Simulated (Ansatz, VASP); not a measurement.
**AlN in VASP and in Ansatz**

```
Al N
1.0
     0.00000    2.13345    2.13345
     2.13345    0.00000    2.13345
     2.13345    2.13345    0.00000
Al N
1 1
Direct
  0.00000 0.00000 0.00000
  0.75000 0.75000 0.75000
```

Alike in both runs: task single point; functional PBE; k mesh 10 × 10 × 10; occupations gaussian, width 0.02 eV; no spin polarisation.

|  | VASP | Ansatz |
| --- | --- | --- |
| version | VASP 6.6.1 | Ansatz 0.2.0 |
| potentials or method | VASP PAW PBE potentials, release 64 (Al, N) | scalar-relativistic, plane waves, PAW |
| plane-wave cutoff (eV) | 520 | 420 |
| valence electrons in the cell | 8 | 8 |

|  | VASP | Ansatz | Ansatz less VASP |
| --- | --- | --- | --- |
| gap on the k mesh at the Fermi level (eV) | 3.35 | 3.36 | +0.008 |
| least direct gap on the mesh (eV) | 4.83 | 4.82 | -0.015 |
| pressure (GPa) | 21.6 | 21.8 | +0.22 |

With one functional, cell and mesh, what is left measures potentials, basis and numerics.

Caveats: so large a pressure means that the cell lies far from this level's equilibrium, or that cutoff or potentials fall short (VASP). A k mesh can miss the band edges. As with any semilocal functional, this PBE gap is likely too small.
